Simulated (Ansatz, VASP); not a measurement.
**V: VASP beside Ansatz**

INCAR

```
PREC = Accurate
ENCUT = 520
EDIFF = 1E-6
ISMEAR = 0
SIGMA = 0.1
LREAL = False
LASPH = True
NELM = 150
ALGO = Normal
ISIF = 2
LWAVE = False
LCHARG = True
ISPIN = 2
MAGMOM = 2
LORBIT = 11
LMAXMIX = 4
GGA = PE
LELF = True
LVHAR = True
NBANDS = 16
```

The input KPOINTS:

```
Automatic mesh
0
Gamma
  6 6 6
```

The input POSCAR:

```
V
1.0
    0.0000000000      2.3679869167      2.3679869167
    2.3679869167      0.0000000000      2.3679869167
    2.3679869167      2.3679869167      0.0000000000
V
1
Direct
    0.0000000000      0.0000000000      0.0000000000
```

Input for Ansatz:

```yaml
crystal:
  lattice:
    - [0.0, 2.3679869167, 2.3679869167]
    - [2.3679869167, 0.0, 2.3679869167]
    - [2.3679869167, 2.3679869167, 0.0]
  atoms:
    - { symbol: V, position: [0.0, 0.0, 0.0], spin: 2.0 }
basis:
  ecutwfc: 420
kpoints:
  mp_grid: { grid: [6, 6, 6] }
hamiltonian:
  xc: pbe
scf:
  occupations: { method: gaussian, width: 0.1 }
  lower_state_search: "off"
output:
  forces: true
  stress: true
  eigenvalues: true
  populations: true
magnetization:
  spin_polarized: true
```

Alike in both runs: task single point; functional PBE; k mesh 6 × 6 × 6; occupations gaussian, width 0.1 eV; collinear spin.

```csv
,VASP,Ansatz
version,VASP 6.6.1,Ansatz 0.2.0
potentials or method,"VASP PAW PBE potentials, release 64 (V_sv)","scalar-relativistic, plane waves, PAW"
plane-wave cutoff (eV),520,420
valence electrons in the cell,13,13
```

```tsv
	VASP	Ansatz	Ansatz less VASP
gap on the k mesh at the Fermi level (eV)	none	none	-
pressure (GPa)	-16.7	-16.8	-0.10
net moment per atom (μB)	3.19	3.18	-0.008
size of the moment on the site where the two differ most (μB)	2.58	2.86	+0.277
```

Site moments also hang on the region over which each program counts them. A gap of «none» marks a metal or a gap that the smearing closes.

Caveats: the k mesh is coarse (spacing up to 0.38 Å⁻¹), so the values aren't converged; so large a pressure means that the cell lies far from this level's equilibrium, or that cutoff or potentials fall short (VASP).
